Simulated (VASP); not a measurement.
# From VASP inputs to Ansatz: SnSe (strained zincblende)

INCAR

```
EDIFF = 1E-7
LCHARG = .FALSE.
GGA = PE
LASPH = .TRUE.
ISIF = 2
NSW = 0
ISMEAR = -1
LREAL = .FALSE.
NBANDS = 17
LWAVE = .FALSE.
NELM = 120
IBRION = -1
PREC = Accurate
SIGMA = 0.02
ENCUT = 520
```

KPOINTS

```
KPOINTS created by Atomic Simulation Environment
0
Gamma
6 6 6
0 0 0
```

KPOINTS_OPT

```
special points
6
Reciprocal
0.0000000000 0.0000000000 0.0000000000 1
-0.5000000000 -0.5000000000 0.0000000000 1
-0.3750000000 -0.3750000000 0.2500000000 1
-0.3750000000 0.0000000000 0.3750000000 1
0.0000000000 0.0000000000 0.5000000000 1
-0.5000000000 -0.2500000000 0.2500000000 1
```

POSCAR

```
Sn Se
 1.0000000000000000
    -0.1002467320000000    3.3639842963000000    3.3639842963000000
     3.3639842963000000   -0.1002467320000000    3.3639842963000000
     3.2637375642999999    3.2637375642999999    0.0000000000000000
 Sn  Se
   1   1
Cartesian
 -0.0000000000000000 -0.0000000000000000 -0.0386023244274586
  1.6318687821500000  1.6318687821500000  1.7205944725774587
```

VASP ran with the recommended PBE PAW datasets (20 valence electrons in the cell).

Write an Ansatz input for this cell and level of theory.



```yaml
crystal:
  lattice:
    - [-0.100246732, 3.3639842963, 3.3639842963]
    - [3.3639842963, -0.100246732, 3.3639842963]
    - [3.2637375643, 3.2637375643, 0.0]
  atoms:
    - { symbol: Sn, position: [-0.0057375899, -0.0057375899, 0.0057375899] }
    - { symbol: Se, position: [0.2557375899, 0.2557375899, 0.2442624101] }
kpoints:
  mp_grid: { grid: [6, 6, 6] }
  band_path:
    path:
      - [0.0, 0.0, 0.0]
      - [-0.5, -0.5, 0.0]
      - [-0.375, -0.375, 0.25]
      - [-0.375, 0.0, 0.375]
      - [0.0, 0.0, 0.5]
      - [-0.5, -0.25, 0.25]
    npoints: 1
hamiltonian:
  xc: pbe
scf:
  occupations: { method: fermi_dirac, width: 0.02 }
  n_extra_bands: 4
output:
  forces: true
  stress: true
  eigenvalues: true
```

Other inputs would serve too.

|  | VASP | Ansatz |
| --- | --- | --- |
| gap between bands v and c | 0.02 eV | 0.02 eV |
| least direct gap | 0.64 eV | 0.64 eV |
| pressure | 0.6 GPa | 0.6 GPa |
| largest force | 0.02 eV/Å | 0.02 eV/Å |

Each program uses its own PAW datasets. VASP's cell holds 20 valence electrons and Ansatz's 30. Ansatz's stress includes a Pulay correction; VASP's doesn't.
